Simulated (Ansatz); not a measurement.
CsH (zincblende): gap against strain (xy shear, engineering strain (angle))

CsH built on the zincblende prototype, relaxed with r2SCAN in Ansatz, then strained (xy shear, engineering strain (angle); angles, axes as in the cell below) with the atoms relaxed again within the symmetry that is left. Space group F-43m (No. 216), cubic; a = 6.990 Å in the conventional setting, 42.70 Å³ an atom. Cs is surrounded by 4 H at 3.03 Å; H is surrounded by 4 Cs at 3.03 Å. All values are calculated for a non-magnetic cell, which may be hypothetical.

```
CELL_PARAMETERS angstrom
0.00000 3.49517 3.49517
3.49517 0.00000 3.49517
3.49517 3.49517 0.00000
ATOMIC_POSITIONS crystal
Cs 0.00000 0.00000 0.00000
H 0.25000 0.25000 0.25000
```

Gaps are the least over each mesh (HSE06 4×4×4 when unstrained) and the special points, which keep their unstrained names; stress is the change from the unstrained cell, compression positive.

| strain (%) | gap, HSE06 (eV) | edges, HSE06 | xy stress, r2SCAN (GPa) | energy rise, r2SCAN (meV/atom) |
| --- | --- | --- | --- | --- |
| -5.82 | 3.779 | W → X | – | – |
| -0.5 | 3.781 | W → X | +0.01 | 0.0 |
| 0.0 | 3.781 | W → X | 0.00 | 0.0 |
| +2.54 | 3.781 | W → X | – | – |

Spin-orbit coupling is left out.

The meshes of the hybrids are coarse, so their gaps aren't converged to the digits shown.
